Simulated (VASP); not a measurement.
# V (Im-3m) in VASP: a series of runs

One crystal, V, is run at these levels: PBE+D3(BJ); tasks: equation of state.

Everything below comes from runs of VASP 6.6.1. Logs are shortened: lines on timing, memory, paths and dates and some standing lists are left out, and cuts for length are marked.

### 1 The crystal as given

It takes space group Im-3m (No. 229, cubic). Conventional cell: a = 2.958 Å, b = 2.958 Å, c = 2.958 Å, α = 90.00°, β = 90.00°, γ = 90.00°. V (site symmetry m-3m) has 8 V at 2.56 Å as nearest neighbours.

### 2 Equation of state, PBE+D3(BJ), collinear spin, ferromagnetic start, 12.42 Å³/atom (a relaxed cell with its volume scaled by 0.96)

File INCAR:

```
SYSTEM = V
ALGO = Normal ; EDIFF = 1E-6
ENCUT = 520 ; GGA = PE
ISIF = 2 ; ISMEAR = -1
ISPIN = 2 ; IVDW = 12
LASPH = .TRUE. ; LCHARG = .FALSE.
LMAXMIX = 4 ; LORBIT = 11
LREAL = .FALSE. ; LWAVE = .FALSE.
MAGMOM = 2 ; NELM = 120
PREC = Accurate ; SIGMA = 0.05
```

File KPOINTS:

```
k-points
0
G
  10 10 10
  0 0 0
```

File POSCAR:

```
V                                       
1.0
   -1.4588324543      1.4588324543      1.4588324543
    1.4588324543     -1.4588324543      1.4588324543
    1.4588324543      1.4588324543     -1.4588324543
  V             
     1
Direct
     1.0000000000000000    1.0000000000000000    1.0000000000000000
```

Potentials or basis: VASP PAW PBE potentials, release 64 (V_sv).

Launch:

```bash
$ cat potpaw_PBE.64/V_sv/POTCAR > POTCAR
$ mpirun -np 1 vasp_std > vasp.out
```

OUTCAR:

```text
SYSTEM = V
   EDIFF = 1E-6
   ENCUT = 520
   GGA = PE
   ISIF = 2
   ISMEAR = -1
   ISPIN = 2
   IVDW = 12
   LASPH = .TRUE.
   LORBIT = 11
   LREAL = .FALSE.
   NELM = 120
   PREC = Accurate
 IVDW          = 12

 ion  position               nearest neighbor table
   1  0.000  0.000  0.000-

  LATTYP: Found a body centered cubic cell.
 ALAT       =     2.9176649086

  Lattice vectors:

 A1 = (  -1.4588324543,   1.4588324543,   1.4588324543)
 A2 = (   1.4588324543,  -1.4588324543,   1.4588324543)
 A3 = (   1.4588324543,   1.4588324543,  -1.4588324543)

Analysis of symmetry for initial positions (statically):
=====================================================================
 Subroutine PRICEL returns:
 Original cell was already a primitive cell.

 Routine SETGRP: Setting up the symmetry group for a
 body centered cubic supercell.

 Subroutine GETGRP returns: Found 48 space group operations
 (whereof 48 operations were pure point group operations)
 out of a pool of 48 trial point group operations.

The static configuration has the point symmetry O_h .

Analysis of symmetry for dynamics (positions and initial velocities):
=====================================================================
 Subroutine PRICEL returns:
 Original cell was already a primitive cell.

 Routine SETGRP: Setting up the symmetry group for a
 body centered cubic supercell.

 Subroutine GETGRP returns: Found 48 space group operations
 (whereof 48 operations were pure point group operations)
 out of a pool of 48 trial point group operations.

The dynamic configuration has the point symmetry O_h .

Analysis of structural, dynamic, and magnetic symmetry:
=====================================================================
 Subroutine PRICEL returns:
 Original cell was already a primitive cell.

 Routine SETGRP: Setting up the symmetry group for a
 body centered cubic supercell.

 Subroutine GETGRP returns: Found 48 space group operations
 (whereof 48 operations were pure point group operations)
 out of a pool of 48 trial point group operations.

The overall configuration has the point symmetry O_h .

 Subroutine INISYM returns: Found 48 space group operations
 (whereof 48 operations are pure point group operations),
 and found     1 'primitive' translations

----------------------------------------------------------------------------------------

                                     Primitive cell

  volume of cell :      12.4187

  direct lattice vectors                    reciprocal lattice vectors
    -1.458832454  1.458832454  1.458832454     0.000000000  0.342739839  0.342739839
     1.458832454 -1.458832454  1.458832454     0.342739839  0.000000000  0.342739839
     1.458832454  1.458832454 -1.458832454     0.342739839  0.342739839  0.000000000

  length of vectors
     2.526771931  2.526771931  2.526771931     0.484707328  0.484707328  0.484707328

  position of ions in fractional coordinates (direct lattice)
     0.000000000  0.000000000  0.000000000

  ion indices of the primitive-cell ions
   primitive index   ion index
                 1           1

----------------------------------------------------------------------------------------

 KPOINTS: k-points

Automatic generation of k-mesh.
 Grid dimensions read from file:
 generate k-points for:   10   10   10

 Generating k-lattice:

  Cartesian coordinates                     Fractional coordinates (reciprocal lattice)
     0.000000000  0.034273984  0.034273984     0.100000000  0.000000000  0.000000000
     0.034273984  0.000000000  0.034273984     0.000000000  0.100000000  0.000000000
     0.034273984  0.034273984  0.000000000     0.000000000  0.000000000  0.100000000

  Length of vectors
     0.048470733  0.048470733  0.048470733

  Shift w.r.t. Gamma in fractional coordinates (k-lattice)
     0.000000000  0.000000000  0.000000000

 Subroutine IBZKPT returns following result:
 ===========================================

 Found     47 irreducible k-points:

 Following reciprocal coordinates:
            Coordinates               Weight
  0.000000  0.000000  0.000000      1.000000
  0.100000  0.000000  0.000000     12.000000
  0.200000  0.000000  0.000000     12.000000
  0.300000  0.000000  0.000000     12.000000
  0.400000  0.000000  0.000000     12.000000
  0.500000  0.000000  0.000000      6.000000
[... 16 lines left out ...]
  0.300000  0.300000  0.100000      8.000000
 -0.300000  0.300000  0.100000     24.000000
 [... further k-points ...]
   k-points           NKPTS =     47   k-points in BZ     NKDIM =     47   number of bands    NBANDS=     11
   number of dos      NEDOS =    301   number of ions     NIONS =      1
   total plane-waves  NPLWV =   8000
   dimension x,y,z NGX =    20 NGY =   20 NGZ =   20
   dimension x,y,z NGXF=    40 NGYF=   40 NGZF=   40
   ions per type =               1
   NGX,Y,Z   is equivalent  to a cutoff of  13.16, 13.16, 13.16 a.u.
   NGXF,Y,Z  is equivalent  to a cutoff of  26.32, 26.32, 26.32 a.u.
 SYSTEM =  V
   PREC   = accura    normal or accurate (medium, high low for compatibility)
   ISTART =      0    job   : 0-new  1-cont  2-samecut
   ICHARG =      2    charge: 1-file 2-atom 10-const
   ISPIN  =      2    spin polarized calculation?
   LNONCOLLINEAR =      F non collinear calculations
   LSORBIT =      F    spin-orbit coupling
   LASPH  =      T    aspherical Exc in radial PAW
   ENCUT  =  520.0 eV  38.22 Ry    6.18 a.u.   4.70  4.70  4.70*2*pi/ulx,y,z
   NELM   =    120;   NELMIN=  2; NELMDL= -5     # of ELM steps
   EDIFF  = 0.1E-05   stopping-criterion for ELM
   LREAL  =      F    real-space projection
   EDIFFG = 0.1E-04   stopping-criterion for IOM
   NSW    =      0    number of steps for IOM
   IBRION =     -1    ionic relax: 0-MD 1-quasi-New 2-CG
   NFREE  =      0    steps in history (QN), initial steepest desc. (CG)
   ISIF   =      2    stress and relaxation
   ISYM   =      2    0-nonsym 1-usesym 2-fastsym
   POTIM  = 0.5000    time-step for ionic-motion
   TEBEG  =    0.0;   TEEND  =   0.0 temperature during run
   PSTRESS=    0.0 pullay stress
   NELECT =      13.0000    total number of electrons
   NUPDOWN=      -1.0000    fix difference up-down
   EMIN   =  10.00;   EMAX   =-10.00  energy-range for DOS
   EFERMI =   0.00;   METHOD = LEGACY
   ISMEAR =    -1;   SIGMA  =   0.05  broadening in eV -4-tet -1-fermi 0-gaus
   EFERMI_NEDOS =   21; number of points for ismear=-14 and -15
   IALGO  =     38    algorithm
   IMIX   =      4    mixing-type and parameters
     AMIX     =   0.40;   BMIX     =  1.00
     AMIX_MAG =   1.60;   BMIX_MAG =  1.00
  volume/ion in A,a.u.               =      12.42        83.81
  Fermi-wavevector in a.u.,A,eV,Ry     =   1.662253  3.141203 37.594067  2.763086
  Thomas-Fermi vector in A             =   2.749176
   LORBIT       =     11    0 simple, 1 ext, 2 COOP (PROOUT), +10 PAW based schemes
   GGA     = PE    functional components
   LHFCALC =     F    Hartree Fock is set to
   AEXX    =    0.0000 exact exchange contribution
   IVDW    =    12    specifies the selected vdW correction
   LEPSILON=     F    determine dielectric tensor
   LRPA    =     F    only Hartree local field effects (RPA)
 spin polarized calculation
  energy-cutoff  :      520.00
  volume of cell :       12.42
 maximum number of plane-waves:       370
   NGX =  9   NGY =  9   NGZ =  9

 number of electron      13.0000010 magnetization       0.0010191

 Free energy of the ion-electron system (eV)
  ---------------------------------------------------
  ext. energy  EPLUGINS =         0.00000000
  ---------------------------------------------------
  free energy    TOTEN  =        -8.93632280 eV

  energy without entropy =       -8.91904111  energy(sigma->0) =       -8.92768196

 E-fermi :  10.7664     XC(G=0): -13.3559

 val. band max:       10.7606320108   @ k =   0.3000   0.0000   0.0000
 cond. band min:      10.7828783069   @ k =  -0.2000   0.3000   0.1000
 fundamental gap:      0.0222462962
 Fermi energy:        10.7664028884

 spin component 1

 k-point     1 :       0.0000    0.0000    0.0000
  band No.  band energies     occupation
      1     -52.9105      1.00000
      2     -26.0600      1.00000
      3     -26.0600      1.00000
      4     -26.0600      1.00000
      5       4.0089      1.00000
      6      11.1576      0.00040
      7      11.1576      0.00040
      8      11.1576      0.00040
      9      13.3793      0.00000
     10      13.3793      0.00000
     11      31.8852      0.00000

 k-point     2 :       0.1000    0.0000    0.0000
  band No.  band energies     occupation
      1     -52.8851      1.00000
      2     -26.1759      1.00000
      3     -26.0947      1.00000
      4     -26.0610      1.00000
      5       4.4384      1.00000
      6      10.9690      0.01708
      7      11.1057      0.00113
      8      11.4754      0.00000
      9      13.1782      0.00000
     10      13.3927      0.00000
     11      31.2960      0.00000

 k-point     3 :       0.2000    0.0000    0.0000
  band No.  band energies     occupation
      1     -52.8180      1.00000
      2     -26.4733      1.00000
      3     -26.1847      1.00000
      4     -26.0638      1.00000
      5       5.5796      1.00000
      6      10.5040      0.99477
      7      10.8413      0.18287
      8      12.3630      0.00000
      9      12.9773      0.00000
     10      13.4520      0.00000
     11      29.3541      0.00000
[... 267 lines left out ...]
 k-point    23 :       0.3000    0.3000    0.1000
  band No.  band energies     occupation
      1     -52.6163      1.00000
      2     -26.7904      1.00000
      3     -26.7904      1.00000
      4     -26.3058      1.00000
      5       8.9224      1.00000
      6       9.8077      1.00000
      7       9.8077      1.00000
      8      13.7822      0.00000
      9      13.7822      0.00000
     10      20.7892      0.00000
     11      20.7892      0.00000

 k-point    24 :      -0.3000    0.3000    0.1000
  band No.  band energies     occupation
      1     -52.7139      1.00000
      2     -26.8133      1.00000
      3     -26.3338      1.00000
      4     -26.1500      1.00000
      5       7.1640      1.00000
      6      10.3050      0.99990
      7      10.5014      0.99503
      8      12.5632      0.00000
      9      13.5231      0.00000
     10      14.0820      0.00000
     11      26.5767      0.00000

 [... further k-points ...]

 spin component 2

 k-point     1 :       0.0000    0.0000    0.0000
  band No.  band energies     occupation
      1     -52.9098      1.00000
      2     -26.0592      1.00000
      3     -26.0592      1.00000
      4     -26.0592      1.00000
      5       4.0096      1.00000
      6      11.1585      0.00039
      7      11.1585      0.00039
      8      11.1585      0.00039
      9      13.3798      0.00000
     10      13.3798      0.00000
     11      31.8859      0.00000

 k-point     2 :       0.1000    0.0000    0.0000
  band No.  band energies     occupation
      1     -52.8843      1.00000
      2     -26.1751      1.00000
      3     -26.0939      1.00000
      4     -26.0603      1.00000
      5       4.4391      1.00000
      6      10.9699      0.01678
      7      11.1066      0.00111
      8      11.4763      0.00000
      9      13.1787      0.00000
     10      13.3931      0.00000
     11      31.2966      0.00000

 k-point     3 :       0.2000    0.0000    0.0000
  band No.  band energies     occupation
      1     -52.8172      1.00000
      2     -26.4726      1.00000
      3     -26.1840      1.00000
      4     -26.0630      1.00000
      5       5.5803      1.00000
      6      10.5049      0.99467
      7      10.8421      0.18039
      8      12.3639      0.00000
      9      12.9778      0.00000
     10      13.4525      0.00000
     11      29.3548      0.00000
[... 267 lines left out ...]
 k-point    23 :       0.3000    0.3000    0.1000
  band No.  band energies     occupation
      1     -52.6155      1.00000
      2     -26.7896      1.00000
      3     -26.7896      1.00000
      4     -26.3051      1.00000
      5       8.9232      1.00000
      6       9.8085      1.00000
      7       9.8085      1.00000
      8      13.7828      0.00000
      9      13.7828      0.00000
     10      20.7899      0.00000
     11      20.7899      0.00000

 k-point    24 :      -0.3000    0.3000    0.1000
  band No.  band energies     occupation
      1     -52.7131      1.00000
      2     -26.8126      1.00000
      3     -26.3331      1.00000
      4     -26.1493      1.00000
      5       7.1647      1.00000
      6      10.3059      0.99990
      7      10.5021      0.99497
      8      12.5639      0.00000
      9      13.5240      0.00000
     10      14.0825      0.00000
     11      26.5774      0.00000

 [... further k-points ...]

------------------------ aborting loop because EDIFF is reached ----------------------------------------

 Edisp (eV)   -0.73897

 E8    (eV) :    -0.3460

  FORCE on cell =-STRESS in cart. coord.  units (eV):
  Direction    XX          YY          ZZ          XY          YZ          ZX
  --------------------------------------------------------------------------------------
  -------------------------------------------------------------------------------------
  Total       0.68924     0.68924     0.68924    -0.00000    -0.00000    -0.00000
  in kB      88.92150    88.92150    88.92150    -0.00000    -0.00000    -0.00000
  external pressure =       88.92 kB  Pullay stress =        0.00 kB

 VOLUME and BASIS-vectors are now :
 -----------------------------------------------------------------------------
  energy-cutoff  :      520.00
  volume of cell :       12.42
      direct lattice vectors                 reciprocal lattice vectors
    -1.458832454  1.458832454  1.458832454     0.000000000  0.342739839  0.342739839
     1.458832454 -1.458832454  1.458832454     0.342739839  0.000000000  0.342739839
     1.458832454  1.458832454 -1.458832454     0.342739839  0.342739839  0.000000000

 POSITION                                       TOTAL-FORCE (eV/Angst)
 -----------------------------------------------------------------------------------
      0.00000      0.00000      0.00000        -0.000000     -0.000000      0.000000
 -----------------------------------------------------------------------------------
    total drift:                                0.000000     -0.000000      0.000000

  FREE ENERGIE OF THE ION-ELECTRON SYSTEM (eV)
  ---------------------------------------------------
  free  energy   TOTEN  =        -9.6752926467 eV

  energy  without entropy=       -9.6580109601  energy(sigma->0) =       -9.66665180

 total charge

# of ion       s       p       d       tot
------------------------------------------
    1        2.367   6.257   3.174  11.798

 magnetization (x)

# of ion       s       p       d       tot
------------------------------------------
    1        0.000   0.000   0.001   0.001
```

It took 17 s on 1 thread of Intel Xeon Platinum 8259CL at 2.50GHz (Skylake/Cascade Lake), shared host; peak memory 0.14 GiB.

What came out:

```
Free energy                                           : -9.6753 eV
Pressure                                              : 8.9 GPa
Band gap on the k mesh                                : none (metal or under the smearing width)
Net moment                                            : 0.00 μB per cell
Valence electrons inside the program's atomic spheres : V 11.80
Dispersion energy per atom                            : -0.739 eV
```

Caveat: pairwise dispersion overbinds metals, which lowers pressure and volume.

### 3 Equation of state, PBE+D3(BJ), collinear spin, ferromagnetic start, 12.68 Å³/atom (a relaxed cell with its volume scaled by 0.98)

INCAR is that of step 2.

KPOINTS is that of step 2.

File POSCAR:

```
V                                       
1.0
   -1.4688936858      1.4688936858      1.4688936858
    1.4688936858     -1.4688936858      1.4688936858
    1.4688936858      1.4688936858     -1.4688936858
  V             
     1
Direct
     1.0000000000000000    1.0000000000000000    1.0000000000000000
```

Potentials or basis: VASP PAW PBE potentials, release 64 (V_sv).

Launch:

```bash
$ cat potpaw_PBE.64/V_sv/POTCAR > POTCAR
$ mpirun -np 1 vasp_std > vasp.out
```

It took 16 s on 1 thread of Intel Xeon Platinum 8259CL at 2.50GHz (Skylake/Cascade Lake), shared host; peak memory 0.14 GiB.

It converged, with:

```yaml
Free_energy: -9.6860 eV
Pressure: 4.3 GPa
Band_gap_on_the_k_mesh: none (metal or under the smearing width)
Net_moment: 0.00 μB per cell
Valence_electrons_inside_the_program's_atomic_spheres: V 11.76
Dispersion_energy_per_atom: -0.723 eV
```

Caveat: pairwise dispersion overbinds metals, which lowers pressure and volume.

### 4 Equation of state, PBE+D3(BJ), collinear spin, ferromagnetic start, 12.94 Å³/atom

INCAR is that of step 3.

KPOINTS is that of step 3.

File POSCAR:

```
V                                       
1.0
   -1.4788189442      1.4788189442      1.4788189442
    1.4788189442     -1.4788189442      1.4788189442
    1.4788189442      1.4788189442     -1.4788189442
  V             
     1
Direct
     1.0000000000000000    1.0000000000000000    1.0000000000000000
```

Launch:

```bash
$ cat potpaw_PBE.64/V_sv/POTCAR > POTCAR
$ mpirun -np 1 vasp_std > vasp.out
```

It took 12 s on 1 thread of Intel Xeon Platinum 8259CL at 2.50GHz (Skylake/Cascade Lake), shared host; peak memory 0.14 GiB.

Results (log left out):

- Free energy: -9.6896 eV
- Pressure: 0.0 GPa
- Band gap on the k mesh: none (metal or under the smearing width)
- Net moment: 0.00 μB per cell
- Valence electrons inside the program's atomic spheres: V 11.72
- Dispersion energy per atom: -0.708 eV

Caveat: pairwise dispersion overbinds metals, which lowers pressure and volume.

### 5 Equation of state, PBE+D3(BJ), collinear spin, ferromagnetic start, 13.19 Å³/atom (a relaxed cell with its volume scaled by 1.02)

INCAR is that of step 4.

KPOINTS is that of step 4.

File POSCAR:

```
V                                       
1.0
   -1.4886127325      1.4886127325      1.4886127325
    1.4886127325     -1.4886127325      1.4886127325
    1.4886127325      1.4886127325     -1.4886127325
  V             
     1
Direct
     1.0000000000000000    1.0000000000000000    1.0000000000000000
```

Launch:

```bash
$ cat potpaw_PBE.64/V_sv/POTCAR > POTCAR
$ mpirun -np 1 vasp_std > vasp.out
```

Run time: 13 s. Hardware: 1 thread of Intel Xeon Platinum 8259CL at 2.50GHz (Skylake/Cascade Lake), shared host; peak memory 0.14 GiB.

Results (log left out):

| Property | Result |
| --- | --- |
| Free energy | -9.6868 eV |
| Pressure | -3.8 GPa |
| Band gap on the k mesh | none (metal or under the smearing width) |
| Net moment | 0.00 μB per cell |
| Valence electrons inside the program's atomic spheres | V 11.68 |
| Dispersion energy per atom | -0.694 eV |

Caveat: pairwise dispersion overbinds metals, which lowers pressure and volume.

### 6 Equation of state, PBE+D3(BJ), collinear spin, ferromagnetic start, 13.45 Å³/atom (a relaxed cell with its volume scaled by 1.04)

INCAR is that of step 5.

KPOINTS is that of step 5.

File POSCAR:

```
V                                       
1.0
   -1.4982793198      1.4982793198      1.4982793198
    1.4982793198     -1.4982793198      1.4982793198
    1.4982793198      1.4982793198     -1.4982793198
  V             
     1
Direct
     1.0000000000000000    1.0000000000000000    1.0000000000000000
```

Potentials or basis: VASP PAW PBE potentials, release 64 (V_sv).

Launch:

```bash
$ cat potpaw_PBE.64/V_sv/POTCAR > POTCAR
$ mpirun -np 1 vasp_std > vasp.out
```

Run time: 14 s. Hardware: 1 thread of Intel Xeon Platinum 8259CL at 2.50GHz (Skylake/Cascade Lake), shared host; peak memory 0.14 GiB.

Results (log left out):

```yaml
Free_energy: -9.6780 eV
Pressure: -7.2 GPa
Band_gap_on_the_k_mesh: none (metal or under the smearing width)
Net_moment: 0.00 μB per cell
Valence_electrons_inside_the_program's_atomic_spheres: V 11.64
Dispersion_energy_per_atom: -0.680 eV
```

Caveat: pairwise dispersion overbinds metals, which lowers pressure and volume.

### 7 Equation of state, PBE+D3(BJ), collinear spin, ferromagnetic start

No new run: the results of the series are fitted here.

What came out:

- Equilibrium volume: 12.95 Å³/atom
- Bulk modulus: 200 GPa
- Pressure derivative of the bulk modulus: 3.4 (rough: it moves with the points fitted)

Energy against volume, from the lowest point:
| volume (Å³/atom) | energy (meV/atom) |
| --- | --- |
| 12.419 | 14.36 |
| 12.677 | 3.64 |
| 12.936 | 0.00 |
| 13.195 | 2.84 |
| 13.454 | 11.61 |
